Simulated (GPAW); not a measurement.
A run of GPAW 26.7.0:

File run.py:

```python
from ase.calculators.mixing import SumCalculator
from ase.eos import EquationOfState
from ase.io import Trajectory, read
from ase.units import GPa
from dftd4.ase import DFTD4
from gpaw import GPAW, PW

atoms = read('SnSe.cif')

traj = Trajectory('eos.traj', 'w')
volumes, energies = [], []
for x in [0.94, 0.96, 0.98, 1.0, 1.02, 1.04, 1.06]:
    a = atoms.copy()
    a.set_cell(atoms.cell * x**(1 / 3), scale_atoms=True)
    calc = GPAW(mode=PW(600),
                xc='MGGA_X_R2SCAN+MGGA_C_R2SCAN',
                kpts={'size': (6, 6, 6), 'gamma': True},
                occupations={'name': 'fermi-dirac', 'width': 0.05},
                nbands=19,
                convergence={'density': 1e-05, 'energy': 1e-05},
                maxiter=150,
                txt=f'eos-{x:.2f}.txt')
    a.calc = SumCalculator([calc, DFTD4(method='r2scan')])
    energies.append(a.get_potential_energy())
    volumes.append(a.get_volume())
    p = -a.get_stress()[:3].mean() / GPa
    calc.write(f'eos-{x:.2f}.gpw')
    traj.write(a)
    print(f'{x:.2f} {volumes[-1]:10.4f} A^3 {energies[-1]:14.6f} eV {p:9.3f} GPa', flush=True)

v0, e0, B = EquationOfState(volumes, energies, eos='birchmurnaghan').fit()
print(f'V0 = {v0:.4f} A^3, E0 = {e0:.6f} eV, B0 = {B / GPa:.2f} GPa')
```

SnSe.cif

```cif
data_SnSe
_cell_length_a 4.25678282
_cell_length_b 4.25678282
_cell_length_c 4.25678282
_cell_angle_alpha 60.00000000
_cell_angle_beta 60.00000000
_cell_angle_gamma 60.00000000
_space_group_name_H-M_alt 'P1'
_space_group_name_Hall 'P 1'
_space_group_IT_number 1
loop_
_space_group_symop_operation_xyz
'x,y,z'
loop_
_atom_site_label
_atom_site_type_symbol
_atom_site_symmetry_multiplicity
_atom_site_Wyckoff_symbol
_atom_site_fract_x
_atom_site_fract_y
_atom_site_fract_z
_atom_site_occupancy
Sn1 Sn 1 a 0.0000000000 0.0000000000 0.0000000000 1
Se1 Se 1 a 0.5000000000 0.5000000000 0.5000000000 1
```

Potentials or basis: GPAW PAW data sets (gpaw-data 1.2.1), pw.

Run with:

```bash
$ OMP_NUM_THREADS=1 python run.py
```

Hardware: 1 thread of Arm Neoverse V1 (shared host).

Question: Estimate the wall time of this run.

Answer: Run time: 6 min on 1 thread of Arm Neoverse V1 (shared host), peak memory 0.88 GiB. Counts: scf iterations 105, plane waves 1724, bands 19, k points 16.
